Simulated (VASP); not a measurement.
**VASP 6.6.1 run: BaO**

INCAR

```
LREAL = .FALSE.
SIGMA = 0.02
ISYM = 3
LASPH = .TRUE.
LCHARG = .FALSE.
NBANDS = 48
NSW = 0
ISMEAR = -1
EDIFF = 1E-7
GGA = PE
NELM = 120
ISIF = 2
LWAVE = .FALSE.
PREC = Accurate
IBRION = -1
ENCUT = 520
```

KPOINTS

```
KPOINTS created by Atomic Simulation Environment
0
Gamma
8 8 8
0 0 0
```

POSCAR

```
Ba O
 1.0000000000000000
     0.0000000000000000    2.6887844010999999    2.6887844010999999
     2.6887844010999999    0.0000000000000000    2.6887844010999999
     2.6887844010999999    2.6887844010999999    0.0000000000000000
 Ba  O
   1   1
Cartesian
  0.0000000000000000  0.0000000000000000  0.0000000000000000
  2.6887844010999999  2.6887844010999999  2.6887844010999999
```

The recommended PBE PAW datasets give the neutral cell 16 valence electrons.

Command

```
mpirun -np 1 vasp_std
```

**Question.** How does this run end, and what does it give?

**Answer.** VASP stopped with an error.

OSZICAR

```
N       E                     dE             d eps       ncg     rms          rms(c)
DAV:   1     0.896246502848E+02    0.89625E+02   -0.59143E+03  2784   0.314E+02
DAV:   2    -0.117526025189E+02   -0.10138E+03   -0.93339E+02  3448   0.110E+02
DAV:   3    -0.143026187785E+02   -0.25500E+01   -0.25276E+01  3424   0.152E+01
DAV:   4    -0.143069023592E+02   -0.42836E-02   -0.42832E-02  3216   0.621E-01
DAV:   5    -0.143069079096E+02   -0.55503E-05   -0.55503E-05  3384   0.213E-02
```

Standard output (part)

```
POSCAR found type information on POSCAR BaO
 POSCAR found :  2 types and       2 ions
 LDA part: xc-table for (Slater+PW92), standard interpolation
 POSCAR, INCAR and KPOINTS ok, starting setup
 WAVECAR not read
 entering main loop
|                     _     ____    _    _    _____     _                     |
|                    | |   | |_) | | |  | | | |  __    | |                    |
|                    |_|   |  _ <  | |  | | | | |_ |   |_|                    |
|                     _    | |_) | | |__| | | |__| |    _                     |
|     internal error in CHECK_FULL_KPOINTS: KPOINTS_FULL not properly         |
|     initialised                                                             |
|     If you are not a developer, you should not encounter this problem.      |
|     Please submit a bug report.                                             |
```
